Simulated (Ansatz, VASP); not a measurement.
# LiH in VASP and in Ansatz

File INCAR:

```
SYSTEM = LiH
PREC = Accurate
ENCUT = 520
EDIFF = 1E-6
ISMEAR = 0
SIGMA = 0.01
LREAL = .False.
LASPH = .True.
NELM = 80
ALGO = Normal
ISIF = 2
LWAVE = .False.
LCHARG = .False.
GGA = PS
NBANDS = 9
```

The input KPOINTS:

```
Automatic mesh
0
Gamma
  8 8 8
  0 0 0
```

POSCAR

```
LiH
1.0
    2.5016587118      0.0000000000      0.0000000000
    0.0000000000      2.5016587118      0.0000000000
    0.0000000000      0.0000000000      2.5016587118
Li H
1 1
Direct
    0.0000000000      0.0000000000      0.0000000000
    0.5000000000      0.5000000000      0.5000000000
```

Input for Ansatz:

```yaml
crystal:
  lattice:
    - [2.5016587118, 0.0, 0.0]
    - [0.0, 2.5016587118, 0.0]
    - [0.0, 0.0, 2.5016587118]
  atoms:
    - { symbol: Li, position: [0.0, 0.0, 0.0] }
    - { symbol: H, position: [0.5, 0.5, 0.5] }
kpoints:
  mp_grid: { grid: [8, 8, 8] }
hamiltonian:
  xc: pbesol
scf:
  occupations: { method: fixed }
  n_extra_bands: 4
  max_iter: 73
output:
  forces: true
  stress: true
  eigenvalues: true
basis:
  ecutrho_ratio: 8
```

Alike in both runs: task single point; functional PBEsol; k mesh 8 × 8 × 8; no spin polarisation.

|  | VASP | Ansatz |
| --- | --- | --- |
| version | VASP 6.6.1 | Ansatz 0.2.0 |
| potentials or method | VASP PAW PBE potentials, release 64 (Li_sv, H) | plane waves |
| plane-wave cutoff (eV) | 520 | 420 |
| occupations | gaussian, width 0.01 eV | fixed |
| valence electrons in the cell | 4 | 4 |

VASP gave:

```
gap on the k mesh at the Fermi level (eV) : 0.47
```

Q: Which values does Ansatz return?

A: gap on the k mesh at the Fermi level (eV): 0.45.

 A k mesh can miss the band edges.
